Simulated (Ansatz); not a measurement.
Crystal: MnO2.

```
CELL_PARAMETERS angstrom
2.90416 0.00000 0.00000
0.00000 3.84481 0.00000
0.00000 0.00000 6.16426
ATOMIC_POSITIONS crystal
Mn 0.50000 0.50000 0.34330
Mn 0.00000 0.00000 0.65670
O 0.50000 0.00000 0.83757
O 0.00000 0.50000 0.16243
O 0.50000 0.00000 0.42180
O 0.00000 0.50000 0.57820
```

Measurements of this composition are mostly on another form, of space group No. 136.

Base run:

* Program: Ansatz 0.2.0
* Functional: PBEsol
* Potentials or basis: Ansatz PAW
* Cutoff: 420 eV (not typed: the program's choice for these potentials)
* k mesh: 8 × 6 × 4
* Occupations: fermi-dirac, width 0.05 eV
* Spin: collinear spin, ferromagnetic start
* Starting moments: [6.0, 6.0, 0.0, 0.0, 0.0, 0.0] μB
* Fixed moment: 12 μB

Its results: pressure 35.3 GPa; site moments Mn +3.40; O +0.90, +0.70 μB; largest force 3.315 eV/Å.

Question: The run is repeated on the same cell with these changes: fixed moment from 12 μB to 8 μB; moments at the start from [6.0, 6.0, 0.0, 0.0, 0.0, 0.0] to [4.0, 4.0, 0.0, 0.0, 0.0, 0.0]. What comes out?

Answer: Pressure -0.3 GPa; site moments Mn +2.73; O +0.43, +0.19 μB; largest force 0.840 eV/Å.

Caveats: the total moment is fixed, so each spin has its own Fermi level; only a ferromagnetic start was run, and an antiferromagnetic order may lie lower in energy; the PAW data sets come from PBE, with cores solved anew for the run's functional, which leaves a small shift of forces and pressure; the thresholds are loose for stress; a pressure of tens of GPa on the cell as given is suspect, and the run, the potentials or the cell itself is likely at fault (some runs); forces of over 1 eV/Å show positions far from the minimum, so gaps and moduli don't describe the material at rest (some runs).
